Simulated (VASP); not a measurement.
**C: single point with PBE**

C:

```
C
1.0
     0.00000    1.78337    1.78337
     1.78337    0.00000    1.78337
     1.78337    1.78337    0.00000
C
2
Direct
  0.75000 0.75000 0.75000
  0.50000 0.50000 0.50000
```

This isn't the form of C at room conditions, which is graphite.

```
Program                : VASP 6.6.1
Task                   : single point
Functional             : PBE
Potentials or basis    : VASP PAW PBE potentials, release 64 (C)
Cutoff                 : 520 eV
k mesh                 : 13 × 13 × 13
Occupations            : gaussian, width 0.017 eV
Spin                   : no spin polarisation
Further INCAR settings : ALGO = Normal; EDIFF = 1e-07
```

```
Pressure               : 2.5 GPa
Band gap on the k mesh : 4.14 eV, indirect (least direct gap 5.59 eV)
```

Levels at points of the mesh, in eV from the valence-band top:
| k point | band 1 | band 2 | band 3 | band 4 | band 5 | band 6 | band 7 | band 8 |
| --- | --- | --- | --- | --- | --- | --- | --- | --- |
| (0.00, 0.00, 0.00) | -21.48 | 0.00 | 0.00 | 0.00 | 5.59 | 5.59 | 5.59 | 13.33 |

Run time: 8 s on 1 thread of Intel(R) Xeon(R) Platinum 8488C (Sapphire Rapids) (shared host), peak memory 0.11 GiB.

Caveat: an odd mesh through Γ misses points on the zone boundary, where band edges often lie.
